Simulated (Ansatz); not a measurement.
Crystal: KMgF3.

```
K Mg F
1.0
     3.98590    0.00000    0.00000
     0.00000    3.98590    0.00000
     0.00000    0.00000    3.98590
K Mg F
1 1 3
Direct
  0.50000 0.50000 0.50000
  0.00000 0.00000 0.00000
  0.00000 0.00000 0.50000
  0.00000 0.50000 0.00000
  0.50000 0.00000 0.00000
```

Base run:

- Program: Ansatz 0.2.0
- Functional: PBEsol
- Potentials or basis: Ansatz PAW
- Cutoff: 420 eV (not typed: the program's choice for these potentials)
- k mesh: 7 × 7 × 7
- Occupations: gaussian, width 0.1 eV
- Spin: no spin polarisation

Its results: band gap on the k mesh 7.18 eV, indirect (least direct gap 7.47 eV); pressure 0.3 GPa.

Problem. The run is repeated on the same cell with these changes: functional from PBEsol to PBE; occupations from gaussian, width 0.1 eV to gaussian, width 0.02 eV. What comes out?

Solution. Band gap on the k mesh 7.37 eV, indirect (least direct gap 7.66 eV); pressure 3.8 GPa.

Caveats: odd divisions of the mesh miss points on the zone boundary, where band edges often lie, so the gap on the mesh can be too wide; the PAW data sets come from PBE, with cores solved anew for the run's functional, which leaves a small shift of forces and pressure (some runs).

A k mesh can miss the band edges.
